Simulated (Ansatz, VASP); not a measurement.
# Two plane-wave programs on Os

Contents of INCAR:

```
SYSTEM = Os
PREC = Accurate
ENCUT = 600
EDIFF = 1E-6
ISMEAR = 1
SIGMA = 0.15
LREAL = .FALSE.
LASPH = .TRUE.
NELM = 100
ALGO = Normal
ISIF = 3
LWAVE = .FALSE.
LCHARG = .FALSE.
GGA = PS
IBRION = 2
NSW = 80
EDIFFG = -0.02
```

Contents of KPOINTS:

```
Automatic mesh
0
G
  10 10 10
  0 0 0
```

Contents of POSCAR:

```
Os
1.0
    0.0000000000      1.9450000000      1.9450000000
    1.9450000000      0.0000000000      1.9450000000
    1.9450000000      1.9450000000      0.0000000000
Os
1
Direct
    0.0000000000      0.0000000000      0.0000000000
```

Input for Ansatz:

```yaml
crystal:
  lattice:
    - [0.0, 1.945, 1.945]
    - [1.945, 0.0, 1.945]
    - [1.945, 1.945, 0.0]
  atoms:
    - { symbol: Os, position: [0.0, 0.0, 0.0] }
basis:
  ecutwfc: 571.4391111657479
kpoints:
  mp_grid:
    grid: [10, 10, 10]
hamiltonian:
  xc: pbesol
  dispersion: none
scf:
  occupations:
    method: cold
    width: 0.15
relax:
  f_tol: 0.02
  cell: {}
```

This isn't the form of Os at room conditions, which is hcp.

Alike in both runs: task relaxation of cell and atoms; functional PBEsol; k mesh 10 × 10 × 10; no spin polarisation.

```csv
,VASP,Ansatz
version,VASP 6.6.1,Ansatz 0.2.0
potentials or method,"VASP PAW PBE potentials, release 64 (Os)","plane waves, PAW"
plane-wave cutoff (eV),600,571
occupations,"methfessel-paxton of order 1, width 0.15 eV","cold, width 0.15 eV"
valence electrons in the cell,8,16
```

|  | VASP | Ansatz | Ansatz less VASP |
| --- | --- | --- | --- |
| relaxed volume (Å³/atom) | 13.98 | 13.96 | -0.023 |
| relaxed cell length with the largest relative difference (Å) | 2.704 | 2.703 | -0.0015 |
| energy change over the relaxation (meV/atom) | -47 | -49 | -1.8 |

The two sets of potentials don't hold the same shells in valence.

Caveats: the PAW data sets were made with another functional, which shifts forces and pressure a little (VASP). The runs have no spin-orbit coupling, so splittings on Os are missing.
